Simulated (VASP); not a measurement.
Write the native input for VASP 6.6.1 that does the following.

- Task: single point
- Functional: RPBE
- Potentials or basis: VASP PAW PBE potentials, release 64 (Yb)
- Cutoff: 520 eV
- k mesh: 8 × 8 × 8
- Occupations: gaussian, width 0.02 eV
- Spin: collinear spin, ferromagnetic start
- Starting moments: [1.0] μB
- Further INCAR settings: ALGO = Normal; EDIFF = 1e-06; NBANDS = 22

The structure of Yb lies in POSCAR:

```
Yb
3.8793
    0.000000000000      0.707112107855      0.707112107855
    0.707112107855      0.000000000000      0.707112107855
    0.707112107855      0.707112107855      0.000000000000
Yb
1
Direct
    0.0000000000      0.0000000000      0.0000000000
```

The input as run:

INCAR

```
ALGO = Normal
EDIFF = 1E-6
ENCUT = 520
GGA = RP
ISIF = 2
ISMEAR = 0
ISPIN = 2
LASPH = T
LCHARG = F
LMAXMIX = 6
LORBIT = 11
LREAL = F
LWAVE = F
MAGMOM = 1
NBANDS = 22
NELM = 150
PREC = Accurate
SIGMA = 0.02
```

KPOINTS

```
k-points
0
Gamma
  8 8 8
```

Potentials or basis: VASP PAW PBE potentials, release 64 (Yb).

Run with:

```console
$ cat potpaw_PBE.64/Yb/POTCAR > POTCAR
$ mpirun -np 1 vasp_std > vasp.out
```

Results of the run:

* Pressure: -1.7 GPa
* Band gap on the k mesh: none (metal or under the smearing width)
* Net moment: 0.02 μB per cell
* Valence electrons inside the program's atomic spheres: Yb 22.10

Caveat: the PAW data sets were made with another functional, which shifts forces and pressure a little; spin-orbit coupling is left out, which moves the levels of the heavy elements.

It took 2.9 min on 1 thread of AMD EPYC 9R45 (Zen 5), on a shared host, peak memory 0.2 GiB.
